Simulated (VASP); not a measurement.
Set up this calculation in VASP 6.6.1, as the native input.

```yaml
Task: relaxation of shape and atoms at fixed volume
Functional: PBE
Dispersion: D3(BJ)
Potentials_or_basis: VASP PAW PBE potentials, release 64 (B, N)
Cutoff: 520 eV
k_mesh: 3 × 3 × 1
Occupations: gaussian, width 0.02 eV
Spin: no spin polarisation
Further_INCAR_settings: ALGO = Normal; EDIFF = 1e-07; IBRION = 2; EDIFFG = -0.002; NSW = 80; ISIF = 4
```

The structure of BN lies in POSCAR:

```
BN                                      
1.0
    2.5311028035     -0.0000000000     -0.0000000000
   -1.2655514018      2.1919993226     -0.0000000000
    0.0000000000      0.0000000000      7.2537891951
  B               N             
     2     2
Direct
     0.3333333300000021    0.6666666699999979    0.2500000000000000
     0.6666666699999979    0.3333333300000021    0.7500000000000000
     0.3333333300000021    0.6666666699999979    0.7500000000000000
     0.6666666699999979    0.3333333300000021    0.2500000000000000
```

The cell isn't the ideal one: a relaxed cell with its volume scaled by 1.03.

One way to write it, as run:

INCAR

```
PREC     = Accurate       # precision mode
ENCUT    = 520            # plane-wave cutoff, eV
EDIFF    = 1E-7           # SCF threshold, eV
ISMEAR   = 0              # smearing method
SIGMA    = 0.02           # smearing width, eV
LREAL    = False          # projectors in reciprocal space
LASPH    = True           # aspherical terms in the spheres
NELM     = 60             # most SCF steps
ALGO     = Normal         # electronic algorithm
ISIF     = 4              # what is computed and relaxed
LWAVE    = False          # write WAVECAR
LCHARG   = False          # write CHGCAR
GGA      = PE             # functional
IVDW     = 12             # dispersion correction
IBRION   = 2              # ionic algorithm
NSW      = 80             # ionic steps
EDIFFG   = -0.002         # ionic threshold
```

KPOINTS

```
Automatic mesh
0
Gamma
  3 3 1
```

Potentials or basis: VASP PAW PBE potentials, release 64 (B, N).

The run is started by

```bash
$ cat potpaw_PBE.64/B/POTCAR potpaw_PBE.64/N/POTCAR > POTCAR
$ mpirun -np 1 vasp_std > vasp.out
```

Results of the run:

| Quantity | Value |
| --- | --- |
| Energy gained by relaxing | 5.5 meV/atom |
| Ionic steps | 3 |
| Pressure after relaxing | -0.4 GPa |
| Band gap on the k mesh | 4.70 eV, direct |
| Dispersion energy per atom | -0.123 eV |

Caveat: the k mesh is coarse (spacing up to 0.96 Å⁻¹), so the values aren't converged; an odd mesh through Γ misses points on the zone boundary, where band edges often lie.

It took 8 s on 1 thread of Intel(R) Xeon(R) Platinum 8259CL CPU @ 2.50GHz (Skylake/Cascade Lake), on a shared host, peak memory 0.15 GiB.
